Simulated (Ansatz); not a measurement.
Input and output for SnSe (zincblende type): DFT, PBEsol, all-electron LAPW, scalar-relativistic (Ansatz 0.2.0).

The cell comes from a relaxation on PAW files under the same functional, begun from a prototype that needn't be the stable phase.

Command: `ansatz run input.yaml --threads 1 --pin off --max-ram 2048MiB --backend cpu --events-out ev --progress --plain --runs-dir out` It took 53 s on 1 thread of Arm Neoverse V1, with other jobs on the host, peak memory 0.39 GiB.

```yaml
crystal:
  lattice:
    - [0.0, 3.32572319, 3.32572319]
    - [3.32572319, 0.0, 3.32572319]
    - [3.32572319, 3.32572319, 0.0]
  atoms:
    - { symbol: Sn, position: [0.0, 0.0, 0.0] }
    - { symbol: Se, position: [0.25, 0.25, 0.25] }
kpoints:
  mp_grid: { grid: [12, 12, 12] }
  band_path:
    path:
      - [0.0, 0.0, 0.0]
      - [-0.5, -0.5, 0.0]
      - [-0.375, -0.375, 0.25]
      - [-0.375, 0.0, 0.375]
      - [0.0, 0.0, 0.0]
      - [0.0, 0.0, 0.5]
      - [-0.5, -0.25, 0.25]
      - [-0.5, -0.5, 0.0]
    npoints: 14
scf:
  occupations: { method: fermi_dirac, width: 0.08 }
hamiltonian:
  xc: pbesol
  pseudopotentials: { kind: all_electron, lapw: { basis_error: 0.001 } }
output:
  forces: true
  stress: true
  eigenvalues: true
  populations: true
  dos: { projected: true, de: 0.2, e_range: [-14, 8] }
```

Output:

```
Sn: projections on atomic orbitals take those of the free atom 1s2 2s2 2p6 3s2 3p6 3d10 4s2 4p6 4d10 5s2 5p2, of charge +0.00 (hamiltonian.pseudopotentials.projection_atoms)
Se: projections on atomic orbitals take those of the free atom 1s2 2s2 2p6 3s2 3p6 3d10 4s2 4p4, of charge +0.00 (hamiltonian.pseudopotentials.projection_atoms)
LAPW: plane waves up to 7.502 Å⁻¹, error target 1.0e-3 eV per atom; small_component_spin mean_spin; Se in spheres of 1.376 Å, 24 of its electrons in bands, Dirac shells []; Sn in spheres of 1.504 Å, 22 of its electrons in bands, Dirac shells [] (how accurate: hamiltonian.pseudopotentials.lapw.basis_error, Limitations)
Engine: ansatz 0.2.0
Pseudopotentials: kind: all_electron
Pseudopotential: Sn, LAPW, valence charge 22, lapw/all_electron/scalar/gaussian/Sn, Koelling and Harmon's equation, gaussian nucleus
Pseudopotential: Se, LAPW, valence charge 24, lapw/all_electron/scalar/gaussian/Se, Koelling and Harmon's equation, gaussian nucleus
Functional definition: PBEsol
  exchange = pbesol_x
  correlation = pbesol_c
Crystal: 2 atoms, lattice volume = 73.568 Å³
Basis set: ecut = 214.44119649019163 eV, 531 PW (Γ), exchange–correlation at level 2
Bands: 28, of which v1, the nominal top of the filled ones, is band 23 counted from 1 (22 counted from 0)
Symmetry: 24 space group operations
Space group: F-43m (ITA 216), of the structure as read, at distance tolerance 4.2e-5 Å
k-points: 72 of 1728 (time reversal used)
Non-local potential: Sn, projectors of the file, none
Non-local potential: Se, projectors of the file, none
Initial density: superposition of atomic densities (chi_scale 0.1, normalization cell, long waves kept (reshape's long-wave potential 0.00 eV rms))
Initial wavefunctions: plane waves of lowest kinetic energy (no species holds an atomic orbital)
Functional: x = pbesol(κ = 0.804, μ = 0.12345679012345678), c = pbesol(β = 0.046)
iter 1 solved again at ethr=2.00e-3 eV; its pass at ethr=1.00e-1 eV (dr2=9.20e-1 eV) is discarded
SCF iter   1: F=—  HF=-234096.333848 eV  |F-HF|=—  |Δ(HF+E_count)|=         —  Δρ=2.16e-2  dr2=9.21e-1  ethr=2.00e-3  ⟨swp⟩=2.0  Hψ=12856  notcnv=0
preconditioner: auto → none  [insulator: Δε(μ)=0.293 eV  Ē_g=17.504 eV  σ=0.080 eV  W_gap=0.72  n_scr=14 (ndim 8)  ℏωp=19.4 eV  f_vac=0.252  D(μ)=0.07/eV (n_scr^D=0)  ε∞_Penn≈2.2]
SCF iter   2: F=—  HF=-234096.115583 eV  |F-HF|=—  |Δ(HF+E_count)|=   2.18e-1  Δρ=9.28e-3  dr2=1.12e-1  ethr=2.00e-3  ⟨swp⟩=2.8  Hψ=6335  notcnv=0
SCF iter   3: F=—  HF=-234096.052223 eV  |F-HF|=—  |Δ(HF+E_count)|=   6.34e-2  Δρ=3.62e-3  dr2=1.71e-2  ethr=2.44e-4  ⟨swp⟩=2.0  Hψ=6244  notcnv=0
iter 4 solved again at ethr=5.98e-7 eV; its pass at ethr=3.73e-5 eV (dr2=2.75e-4 eV) is discarded
SCF iter   4: F=—  HF=-234096.050710 eV  |F-HF|=—  |Δ(HF+E_count)|=         —  Δρ=6.24e-4  dr2=2.74e-4  ethr=5.98e-7  ⟨swp⟩=2.0  Hψ=10029  notcnv=0
the basis was enlarged: its passes take 44.0 KiB over the memory plan, 1 of 1 planned eigensolver slots
SCF iter   5: F=—  HF=-234096.050616 eV  |F-HF|=—  |Δ(HF+E_count)|=   9.35e-5  Δρ=1.05e-4  dr2=1.14e-5  ethr=5.96e-7  ⟨swp⟩=2.4  Hψ=5940  notcnv=0
SCF iter   6: F=—  HF=-234096.050619 eV  |F-HF|=—  |Δ(HF+E_count)|=   3.10e-6  Δρ=3.13e-5  dr2=2.05e-6  ethr=2.48e-8  ⟨swp⟩=3.0  Hψ=6178  notcnv=0
SCF iter   7: F=—  HF=-234096.050619 eV  |F-HF|=—  |Δ(HF+E_count)|=   2.36e-7  Δρ=1.12e-5  dr2=2.68e-7  ethr=4.46e-9  ⟨swp⟩=2.2  Hψ=5930  notcnv=0
SCF iter   8: F=-234096.050619 eV  HF=-234096.050619 eV  |F-HF|=7.31e-9  |Δ(HF+E_count)|=   3.38e-8  Δρ=2.30e-6  dr2=1.08e-8  ethr=5.84e-10  ⟨swp⟩=2.2  Hψ=5931  notcnv=0
SCF 1 converged in 8 iterations: F = -234096.050619 eV  dr2 = 1.08e-8
NSCF: frozen V_eff on 99 k-points
SCF converged after 8 iterations
Free energy (F): -234096.050619 eV
Harris-Foulkes:  -234096.050619 eV  (|F-HF|=7.31e-9)
Internal energy: -234096.040175 eV  (E = F + TS)
E sigma→0 (E₀):  -234096.045397 eV
Entropy (-TS):   -0.010444 eV (-5.222 meV/atom)
Fermi energy:    7.008167 eV
--- Per-component energies (eV) ---
  E_band       = -2497.540369
  E_kinetic    = 244332.593856
  E_xc         = -6770.530879
  E_electrostatic = -471658.103152  (all electrons and nuclei)
  E_smearing   = -0.010444  (= −TS)
  E_closure    = 0.000000  (closes the sum)
  E_atoms      = -234087.764721  (free atoms, spherical and without spin; not in F)
  Σ components = -234096.050619   (vs F -234096.050619, Δ=0.00e0)
  Basis errors (estimates in eV, not in F): energy 4.2e-4 per atom: plane waves 3.9e-4 (2.3e-4 summed), levels above the bands 5.0e-38, relativity 8.9e-9, radial functions 3.1e-5, core shells 4.6e-9; eigenvalues (radial functions only) 7.9e-7; not estimated: angular momenta, meshes, grids; target (lapw.basis_error) 1.0e-3; muffin-tin radii Se 1.376 Å, Sn 1.504 Å
--- Forces (eV/Å), atoms counted from 1 ---
  atom   1  Sn     0.00000000    -0.00000000     0.00000000
  atom   2  Se    -0.00000000     0.00000000    -0.00000000
  max |Σ_I F_I| component: 6.48e-17 eV/Å
--- Stress (GPa, compression-positive) ---
        0.018305      -0.000000      -0.000000
       -0.000000       0.018305       0.000000
       -0.000000       0.000000       0.018305
  P = ⅓ Tr σ = 0.0183 GPa (0.183 kbar)
--- Band table (eV; the first three rows and the last of 72) ---
  k-point 0: bands = ["-200.6043", "-140.2689", "-140.2689", "-140.2689", "-122.5262", "-78.3600", "-78.3600", "-78.3600", "-40.7028", "-40.7028", "-40.7028", "-40.7013", "-40.7013", "-14.6796", "-14.6796", "-14.6796", "-14.6627", "-14.6627", "-6.4766", "1.7337", "4.6151", "4.6151", "4.6151", "8.4521", "8.4521", "8.4521", "11.6917", "14.4368"]
  k-point 1: bands = ["-200.6043", "-140.2689", "-140.2689", "-140.2689", "-122.5262", "-78.3600", "-78.3600", "-78.3600", "-40.7028", "-40.7028", "-40.7028", "-40.7013", "-40.7013", "-14.6799", "-14.6794", "-14.6794", "-14.6627", "-14.6627", "-6.4473", "1.5478", "4.5700", "4.5700", "4.7103", "8.4259", "8.5305", "8.5305", "11.9956", "14.1136"]
  k-point 2: bands = ["-200.6043", "-140.2689", "-140.2689", "-140.2689", "-122.5262", "-78.3600", "-78.3600", "-78.3600", "-40.7028", "-40.7028", "-40.7028", "-40.7013", "-40.7013", "-14.6808", "-14.6787", "-14.6787", "-14.6626", "-14.6626", "-6.3646", "1.1044", "4.4554", "4.4554", "4.8628", "8.5083", "8.7267", "8.7267", "12.6691", "13.7488"]
  k-point 71: bands = ["-200.6043", "-140.2689", "-140.2689", "-140.2689", "-122.5262", "-78.3600", "-78.3600", "-78.3600", "-40.7028", "-40.7028", "-40.7028", "-40.7013", "-40.7013", "-14.6869", "-14.6752", "-14.6719", "-14.6637", "-14.6613", "-5.7845", "-0.5489", "3.0273", "3.1167", "7.0970", "8.6218", "9.0964", "10.9091", "12.3731", "14.6452"]
--- Löwdin populations: 2 sites ---
  site symbol       q [e]
     0     Sn     49.6732
     1     Se     34.2678
  spilling = 0.000702 (of n_electrons = 84.000000)
```

populations.tsv:

```
# site	symbol	l	j	q
# orbitals = lowdin
# n_electrons = 84.000000
# spilling = 0.000702
# projection_atom_Sn: 1s2 2s2 2p6 3s2 3p6 3d10 4s2 4p6 4d10 5s2 5p2
# projection_atom_Se: 1s2 2s2 2p6 3s2 3p6 3d10 4s2 4p4
0	Sn	0_1S	-	2.000000
0	Sn	0_2S	-	1.999994
0	Sn	0_3S	-	1.999902
0	Sn	0_4S	-	1.998632
0	Sn	0_5S	-	1.895422
0	Sn	1_2P	-	6.000000
0	Sn	1_3P	-	5.999987
0	Sn	1_4P	-	5.998899
0	Sn	1_5P	-	1.782811
0	Sn	2_3D	-	9.999998
0	Sn	2_4D	-	9.997598
1	Se	0_1S	-	1.999996
1	Se	0_2S	-	1.999819
1	Se	0_3S	-	1.996252
1	Se	0_4S	-	1.837819
1	Se	1_2P	-	5.999996
1	Se	1_3P	-	5.999228
1	Se	1_4P	-	4.435110
1	Se	2_3D	-	9.999560
```

Next run (volume at 0.94 of the series' base cell), as changes to the input before:

```diff
   lattice:
-    - [0.0, 3.32572319, 3.32572319]
-    - [3.32572319, 0.0, 3.32572319]
-    - [3.32572319, 3.32572319, 0.0]
+    - [0.0, 3.2578322384, 3.2578322384]
+    - [3.2578322384, 0.0, 3.2578322384]
+    - [3.2578322384, 3.2578322384, 0.0]
   atoms:
   mp_grid: { grid: [12, 12, 12] }
-  band_path:
-    path:
-      - [0.0, 0.0, 0.0]
-      - [-0.5, -0.5, 0.0]
-      - [-0.375, -0.375, 0.25]
-      - [-0.375, 0.0, 0.375]
-      - [0.0, 0.0, 0.0]
-      - [0.0, 0.0, 0.5]
-      - [-0.5, -0.25, 0.25]
-      - [-0.5, -0.5, 0.0]
-    npoints: 14
 scf:
   populations: true
-  dos: { projected: true, de: 0.2, e_range: [-14, 8] }
```

Command: `ansatz run input.yaml --threads 1 --pin off --max-ram 2048MiB --backend cpu --events-out ev --progress --plain --runs-dir out` It took 42 s on 1 thread of Arm Neoverse V1, on a shared host, peak memory 0.39 GiB.

Results part of the output:

```
SCF 1 converged in 8 iterations: F = -234096.021140 eV  dr2 = 6.90e-10
SCF converged after 8 iterations
Free energy (F): -234096.021140 eV
Harris-Foulkes:  -234096.021140 eV  (|F-HF|=2.04e-9)
Internal energy: -234096.006941 eV  (E = F + TS)
E sigma→0 (E₀):  -234096.014041 eV
Entropy (-TS):   -0.014199 eV (-7.100 meV/atom)
Fermi energy:    7.785934 eV
--- Per-component energies (eV) ---
  E_band       = -2466.726215
  E_kinetic    = 244335.346330
  E_xc         = -6771.223383
  E_electrostatic = -471660.129888  (all electrons and nuclei)
  E_smearing   = -0.014199  (= −TS)
  E_closure    = 0.000000  (closes the sum)
  E_atoms      = -234087.764721  (free atoms, spherical and without spin; not in F)
  Σ components = -234096.021140   (vs F -234096.021140, Δ=0.00e0)
  Basis errors (estimates in eV, not in F): energy 4.2e-4 per atom: plane waves 3.9e-4 (2.3e-4 summed), levels above the bands 5.0e-38, relativity 3.3e-8, radial functions 3.0e-5, core shells 9.2e-9; eigenvalues (radial functions only) 8.8e-7; not estimated: angular momenta, meshes, grids; target (lapw.basis_error) 1.0e-3; muffin-tin radii Se 1.350 Å, Sn 1.472 Å
--- Forces (eV/Å), atoms counted from 1 ---
  atom   1  Sn     0.00000000    -0.00000000     0.00000000
  atom   2  Se    -0.00000000    -0.00000000     0.00000000
  max |Σ_I F_I| component: 1.02e-16 eV/Å
--- Stress (GPa, compression-positive) ---
        2.220719      -0.000000      -0.000000
       -0.000000       2.220719       0.000000
       -0.000000       0.000000       2.220719
  P = ⅓ Tr σ = 2.2207 GPa (22.207 kbar)
--- Band table (eV; the first three rows and the last of 72) ---
  k-point 0: bands = ["-199.9972", "-139.6624", "-139.6624", "-139.6624", "-121.7382", "-77.5735", "-77.5735", "-77.5735", "-40.0989", "-40.0989", "-40.0989", "-40.0969", "-40.0969", "-13.9078", "-13.9078", "-13.9078", "-13.8844", "-13.8844", "-6.0632", "2.6749", "5.2163", "5.2163", "5.2163", "9.2210", "9.2210", "9.2210", "12.5427", "15.2490"]
  k-point 1: bands = ["-199.9972", "-139.6624", "-139.6624", "-139.6624", "-121.7382", "-77.5735", "-77.5735", "-77.5735", "-40.0989", "-40.0989", "-40.0989", "-40.0969", "-40.0969", "-13.9083", "-13.9075", "-13.9075", "-13.8843", "-13.8843", "-6.0297", "2.4364", "5.1675", "5.1675", "5.3527", "9.1939", "9.3056", "9.3056", "12.8666", "14.9012"]
  k-point 2: bands = ["-199.9972", "-139.6624", "-139.6624", "-139.6624", "-121.7382", "-77.5735", "-77.5735", "-77.5735", "-40.0989", "-40.0989", "-40.0989", "-40.0969", "-40.0969", "-13.9095", "-13.9065", "-13.9065", "-13.8843", "-13.8843", "-5.9348", "1.8946", "5.0435", "5.0435", "5.5653", "9.2915", "9.5161", "9.5161", "13.5701", "14.5155"]
  k-point 71: bands = ["-199.9972", "-139.6624", "-139.6624", "-139.6624", "-121.7382", "-77.5735", "-77.5735", "-77.5735", "-40.0989", "-40.0989", "-40.0988", "-40.0969", "-40.0969", "-13.9184", "-13.9018", "-13.8974", "-13.8858", "-13.8826", "-5.2552", "0.0133", "3.4929", "3.5885", "7.9884", "9.5018", "9.8235", "11.7525", "13.2979", "15.6793"]
--- Löwdin populations: 2 sites ---
  site symbol       q [e]
     0     Sn     49.7007
     1     Se     34.2316
  spilling = 0.000805 (of n_electrons = 84.000000)
```

Next run (volume at 0.88 of the series' base cell), as changes to the input before:

```diff
   lattice:
-    - [0.0, 3.2578322384, 3.2578322384]
-    - [3.2578322384, 0.0, 3.2578322384]
-    - [3.2578322384, 3.2578322384, 0.0]
+    - [0.0, 3.1869872263, 3.1869872263]
+    - [3.1869872263, 0.0, 3.1869872263]
+    - [3.1869872263, 3.1869872263, 0.0]
   atoms:
```

Results part of the output:

```
SCF 1 converged in 7 iterations: F = -234095.922264 eV  dr2 = 5.67e-8
SCF converged after 7 iterations
Free energy (F): -234095.922264 eV
Harris-Foulkes:  -234095.922264 eV  (|F-HF|=3.26e-8)
Internal energy: -234095.906803 eV  (E = F + TS)
E sigma→0 (E₀):  -234095.914534 eV
Entropy (-TS):   -0.015461 eV (-7.731 meV/atom)
Fermi energy:    8.669350 eV
--- Per-component energies (eV) ---
  E_band       = -2432.463716
  E_kinetic    = 244338.448590
  E_xc         = -6771.997817
  E_electrostatic = -471662.357576  (all electrons and nuclei)
  E_smearing   = -0.015461  (= −TS)
  E_closure    = 0.000000  (closes the sum)
  E_atoms      = -234087.764721  (free atoms, spherical and without spin; not in F)
  Σ components = -234095.922264   (vs F -234095.922264, Δ=0.00e0)
  Basis errors (estimates in eV, not in F): energy 4.2e-4 per atom: plane waves 3.9e-4 (2.3e-4 summed), levels above the bands 5.4e-38, relativity 2.0e-8, radial functions 3.0e-5, core shells 1.9e-8; eigenvalues (radial functions only) 1.0e-6; not estimated: angular momenta, meshes, grids; target (lapw.basis_error) 1.0e-3; muffin-tin radii Se 1.322 Å, Sn 1.438 Å
--- Forces (eV/Å), atoms counted from 1 ---
  atom   1  Sn     0.00000000     0.00000000    -0.00000000
  atom   2  Se    -0.00000000     0.00000000     0.00000000
  max |Σ_I F_I| component: 6.48e-17 eV/Å
--- Stress (GPa, compression-positive) ---
        5.101943       0.000000      -0.000000
        0.000000       5.101943       0.000000
       -0.000000       0.000000       5.101943
  P = ⅓ Tr σ = 5.1019 GPa (51.019 kbar)
--- Band table (eV; the first three rows and the last of 72) ---
  k-point 0: bands = ["-199.3197", "-138.9855", "-138.9855", "-138.9855", "-120.8683", "-76.7052", "-76.7052", "-76.7052", "-39.4250", "-39.4250", "-39.4250", "-39.4224", "-39.4224", "-13.0579", "-13.0579", "-13.0579", "-13.0258", "-13.0258", "-5.6065", "3.7415", "5.9014", "5.9014", "5.9014", "10.0828", "10.0828", "10.0828", "13.5133", "16.1668"]
  k-point 1: bands = ["-199.3197", "-138.9855", "-138.9855", "-138.9855", "-120.8683", "-76.7052", "-76.7052", "-76.7052", "-39.4250", "-39.4250", "-39.4250", "-39.4224", "-39.4224", "-13.0586", "-13.0574", "-13.0574", "-13.0258", "-13.0258", "-5.5681", "3.4284", "5.8482", "5.8482", "6.0990", "10.0559", "10.1745", "10.1745", "13.8586", "15.7914"]
  k-point 2: bands = ["-199.3197", "-138.9855", "-138.9855", "-138.9855", "-120.8683", "-76.7052", "-76.7052", "-76.7052", "-39.4250", "-39.4250", "-39.4250", "-39.4224", "-39.4224", "-13.0604", "-13.0561", "-13.0561", "-13.0257", "-13.0257", "-5.4590", "2.7651", "5.7133", "5.7133", "6.3870", "10.1731", "10.4009", "10.4009", "14.5908", "15.3825"]
  k-point 71: bands = ["-199.3197", "-138.9855", "-138.9855", "-138.9855", "-120.8683", "-76.7052", "-76.7052", "-76.7052", "-39.4250", "-39.4250", "-39.4250", "-39.4224", "-39.4224", "-13.0734", "-13.0496", "-13.0437", "-13.0279", "-13.0234", "-4.6594", "0.6332", "4.0217", "4.1238", "9.0025", "10.4937", "10.6381", "12.6584", "14.3910", "16.8447"]
--- Löwdin populations: 2 sites ---
  site symbol       q [e]
     0     Sn     49.7302
     1     Se     34.1907
  spilling = 0.000941 (of n_electrons = 84.000000)
```

Next run (volume at 0.8 of the series' base cell), as changes to the input before:

```diff
   lattice:
-    - [0.0, 3.1869872263, 3.1869872263]
-    - [3.1869872263, 0.0, 3.1869872263]
-    - [3.1869872263, 3.1869872263, 0.0]
+    - [0.0, 3.0873279245, 3.0873279245]
+    - [3.0873279245, 0.0, 3.0873279245]
+    - [3.0873279245, 3.0873279245, 0.0]
   atoms:
```

Results part of the output:

```
SCF 1 converged in 8 iterations: F = -234095.640660 eV  dr2 = 1.25e-9
SCF converged after 8 iterations
Free energy (F): -234095.640660 eV
Harris-Foulkes:  -234095.640660 eV  (|F-HF|=1.08e-9)
Internal energy: -234095.626070 eV  (E = F + TS)
E sigma→0 (E₀):  -234095.633365 eV
Entropy (-TS):   -0.014590 eV (-7.295 meV/atom)
Fermi energy:    10.061177 eV
--- Per-component energies (eV) ---
  E_band       = -2379.552805
  E_kinetic    = 244343.619015
  E_xc         = -6773.238429
  E_electrostatic = -471666.006656  (all electrons and nuclei)
  E_smearing   = -0.014590  (= −TS)
  E_closure    = 0.000000  (closes the sum)
  E_atoms      = -234087.764721  (free atoms, spherical and without spin; not in F)
  Σ components = -234095.640660   (vs F -234095.640660, Δ=0.00e0)
  Basis errors (estimates in eV, not in F): energy 4.2e-4 per atom: plane waves 3.9e-4 (2.3e-4 summed), levels above the bands 7.1e-38, relativity 2.8e-8, radial functions 3.3e-5, core shells 5.6e-8; eigenvalues (radial functions only) 8.5e-7; not estimated: angular momenta, meshes, grids; target (lapw.basis_error) 1.0e-3; muffin-tin radii Se 1.284 Å, Sn 1.390 Å
--- Forces (eV/Å), atoms counted from 1 ---
  atom   1  Sn     0.00000000    -0.00000000    -0.00000000
  atom   2  Se    -0.00000000     0.00000000    -0.00000000
  max |Σ_I F_I| component: 1.11e-16 eV/Å
--- Stress (GPa, compression-positive) ---
       10.627044      -0.000000      -0.000000
       -0.000000      10.627044       0.000000
       -0.000000       0.000000      10.627044
  P = ⅓ Tr σ = 10.6270 GPa (106.270 kbar)
--- Band table (eV; the first three rows and the last of 72) ---
  k-point 0: bands = ["-198.2551", "-137.9219", "-137.9219", "-137.9219", "-119.5498", "-75.3898", "-75.3898", "-75.3898", "-38.3665", "-38.3665", "-38.3665", "-38.3627", "-38.3627", "-11.7750", "-11.7750", "-11.7750", "-11.7264", "-11.7264", "-4.8980", "5.4137", "6.9946", "6.9946", "6.9946", "11.4152", "11.4152", "11.4152", "15.0471", "17.6011"]
  k-point 1: bands = ["-198.2551", "-137.9219", "-137.9219", "-137.9219", "-119.5498", "-75.3898", "-75.3898", "-75.3898", "-38.3665", "-38.3665", "-38.3665", "-38.3627", "-38.3627", "-11.7762", "-11.7743", "-11.7743", "-11.7264", "-11.7264", "-4.8518", "4.9434", "6.9339", "6.9339", "7.3263", "11.3920", "11.5183", "11.5183", "15.4236", "17.1825"]
  k-point 2: bands = ["-198.2551", "-137.9219", "-137.9219", "-137.9219", "-119.5498", "-75.3898", "-75.3898", "-75.3898", "-38.3665", "-38.3665", "-38.3665", "-38.3627", "-38.3627", "-11.7793", "-11.7723", "-11.7723", "-11.7263", "-11.7263", "-4.7194", "4.0808", "6.7808", "6.7808", "7.7344", "11.5475", "11.7695", "11.7695", "16.1873", "16.7383"]
  k-point 71: bands = ["-198.2551", "-137.9219", "-137.9219", "-137.9219", "-119.5498", "-75.3898", "-75.3898", "-75.3898", "-38.3665", "-38.3665", "-38.3664", "-38.3627", "-38.3626", "-11.8014", "-11.7620", "-11.7531", "-11.7300", "-11.7230", "-3.7148", "1.5793", "4.8618", "4.9719", "10.6004", "11.9079", "12.0345", "14.0093", "16.1656", "18.6513"]
--- Löwdin populations: 2 sites ---
  site symbol       q [e]
     0     Sn     49.7687
     1     Se     34.1324
  spilling = 0.001178 (of n_electrons = 84.000000)
```

Spin–orbit coupling is left out, which matters for the heavy atoms.
